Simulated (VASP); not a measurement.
Wanted: the native input for a VASP 6.6.1 run.

```yaml
Task: single point
Functional: PBE
Potentials_or_basis: VASP PAW PBE potentials, release 64 (C)
Cutoff: 520 eV
k_mesh: 6 × 6 × 6
Occupations: gaussian, width 0.02 eV
Spin: no spin polarisation
Further_INCAR_settings: ALGO = Normal; EDIFF = 1e-07; NBANDS = 11
```

The structure of C lies in POSCAR:

```
C                                       
1.0
    0.0000000000      1.8044940071      1.8044940071
    1.8044940071      0.0000000000      1.8044940071
    1.8044940071      1.8044940071      0.0000000000
  C             
     2
Direct
     0.0000000000000000    0.0000000000000000    0.0000000000000000
     0.2500000000000000    0.2500000000000000    0.2500000000000000
```

This isn't the form of C at room conditions, which is graphite.

The cell isn't the ideal one: a relaxed cell with its volume scaled by 1.03.

One way to write it, as run:

INCAR

```
SYSTEM = C
PREC     = Accurate       ! precision mode
ENCUT    = 520            ! plane-wave cutoff, eV
EDIFF    = 1E-7           ! SCF threshold, eV
ISMEAR   = 0              ! smearing method
SIGMA    = 0.02           ! smearing width, eV
LREAL    = .FALSE.        ! projectors in reciprocal space
LASPH    = .TRUE.         ! aspherical terms in the spheres
NELM     = 100            ! most SCF steps
ALGO     = Normal         ! electronic algorithm
ISIF     = 2              ! what is computed and relaxed
LWAVE    = .FALSE.        ! write WAVECAR
LCHARG   = .FALSE.        ! write CHGCAR
GGA      = PE             ! functional
NBANDS   = 11             ! bands
```

KPOINTS

```
Automatic mesh
0
G
  6 6 6
  0 0 0
```

Potentials or basis: VASP PAW PBE potentials, release 64 (C).

Launch:

```bash
$ cat potpaw_PBE.64/C/POTCAR > POTCAR
$ mpirun -np 1 vasp_std > vasp.out
```

Results of the run:

- Pressure: -12.2 GPa
- Band gap on the k mesh: 4.07 eV, indirect (least direct gap 5.49 eV)

Caveat: the k mesh is coarse (spacing up to 0.50 Å⁻¹), so the values aren't converged.

It took 2.7 s on 1 thread of Intel(R) Xeon(R) Platinum 8488C (Sapphire Rapids) (shared host), peak memory 0.11 GiB.
